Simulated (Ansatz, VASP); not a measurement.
S8 in VASP and in Ansatz

```
CELL_PARAMETERS angstrom
13.80000 0.00000 0.00000
0.00000 14.00000 0.00000
0.00000 0.00000 10.40000
ATOMIC_POSITIONS crystal
S 0.32766 0.50000 0.45300
S 0.37814 0.37988 0.54700
S 0.37814 0.62012 0.54700
S 0.50000 0.33013 0.45300
S 0.50000 0.66987 0.45300
S 0.62186 0.37988 0.54700
S 0.62186 0.62012 0.54700
S 0.67234 0.50000 0.45300
```

Alike in both runs: task single point; functional PBE; dispersion D3(BJ); k mesh 1 × 1 × 1; occupations gaussian, width 0.01 eV; no spin polarisation.

|  | VASP | Ansatz |
| --- | --- | --- |
| version | VASP 6.6.1 | Ansatz 0.2.0 |
| potentials or method | VASP PAW PBE potentials, release 64 (S) | scalar-relativistic, plane waves, PAW |
| plane-wave cutoff (eV) | 520 | 420 |
| valence electrons in the cell | 48 | 48 |

|  | VASP | Ansatz | Ansatz less VASP |
| --- | --- | --- | --- |
| gap on the k mesh at the Fermi level (eV) | 3.36 | 3.31 | -0.050 |
| least direct gap on the mesh (eV) | 3.36 | 3.31 | -0.050 |
| rms of the force components (eV/Å) | 0.075 | 0.011 | -0.0638 |

Atom by atom the forces differ by 0.066 eV/Å (rms over components).

As with any semilocal functional, this PBE gap is likely too small.
